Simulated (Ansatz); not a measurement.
## CdS: energy along a strain

CdS, P6_3mc, a = 4.135 Å, c = 6.749 Å (as given, not relaxed at this level: 1.1 GPa, forces to 0.26 eV/Å). Ansatz: r2SCAN, PAW, 500 eV, Γ-centred 12×12×4 mesh on 4 atoms, Gaussian smearing 0.05 eV; no spin polarisation. Cell vectors (Å): 4.135 0.000 0.000; -2.067 3.581 0.000; 0.000 0.000 6.749. The cell is strained by x per cent times the pattern (0 0 0 0 0 1) in the order xx yy zz yz xz xy (engineering shears), with fractional coordinates held. y is the free energy over the start, V0 = 24.982 Å³/atom. Symmetry makes y even in x.

```
x (%) y (meV/atom)
-6.00             ?
-3.00          3.15
 0.00          0.00
 1.50          0.79
 4.50          7.09
 5.25          9.66
```

Fit y = c2 x² + c4 x⁴ to the other rows, get the stiffness along the pattern, and predict the missing energy.

Least squares on the rows shown. y = 0.3497 x² + 2.857×10⁻⁵ x⁴. The clamped-ion stiffness p·C·p = 2 × 3.497 eV × 160.2 / 24.982 Å³ = 45 GPa, which is C66 in these axes (second derivative at the start, which stands under stress). At x = -6.00 the fit asked for gives 12.63 meV/atom. The run gave 12.63 meV/atom, the same to the digits shown.